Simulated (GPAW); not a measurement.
Runs of GPAW 26.7.0 on Tm. It takes space group Im-3m (No. 229, cubic). Conventional cell: a = 3.941 Å, b = 3.941 Å, c = 3.941 Å, α = 90.00°, β = 90.00°, γ = 90.00°. Tm (site symmetry m-3m) is surrounded by 8 Tm at 3.41 Å. This isn't the form of Tm at room conditions, which is hcp.

```tsv
task	level	spin	U	fixed moment (μB)	cell	k mesh	smearing	maxiter	U projector left unscaled	mesh off Gamma	band path	band points	other keys	mesh quality	gap on the mesh (eV)	pressure (GPa)	moment (μB)
band structure	PBE+U	SOC, no magnetisation	Tm f U = 8 eV	-	as given	10 × 10 × 10	fermi-dirac 0.05 eV	50	no	yes	GHNGPH,PN	100	several, not listed	not flagged	-	7.3	-
single point	optPBE-vdW	collinear, random start	-	-	cell strained at random at fixed volume	5 × 5 × 5	fermi-dirac 0.05 eV	80	-	-	-	-	several, not listed	coarse	none	-	1.09
density of states	revTPSS+D3(BJ)+ATM+U	collinear, ferromagnetic start	Tm f U = 5 eV	-	volume scaled by 1.04	7 × 7 × 7	fermi-dirac 0.05 eV	150	no	-	-	-	-	not flagged	none	(a)	1.16
single point	PBE+U	collinear, ferromagnetic start	Tm f U = 7 eV	2.0	volume scaled by 1.15	9 × 9 × 9	fermi-dirac 0.001 eV	50	no	-	-	-	several, not listed	not flagged	-	5.0	2.00
```

Alike in all rows: potentials or basis GPAW PAW data sets (gpaw-data 1.2.1), pw; cutoff (eV) 800.

Problem. Estimate the missing entries.

Solution. (a) -0.1.

Caveats: some runs use coarse meshes; one-centre terms of the f shell are cut off; the magnetic or orbital state may not be the lowest (some runs); spin-orbit coupling is left out, which moves the levels of the heavy elements (some runs); the PAW data sets were made with another functional, which shifts forces and pressure a little (some runs); spin-orbit coupling was added after a scalar SCF, so levels and gaps hold it while energy, forces, pressure and moments don't (some runs); this program's spin-orbit splittings come out too wide for heavy elements (some runs); U without spin polarisation on a metal has little footing (some runs).

A k mesh can miss the band edges, and rows without SOC leave out spin-orbit coupling on Tm.

A gap of «none» marks a metal or a gap under the smearing width.
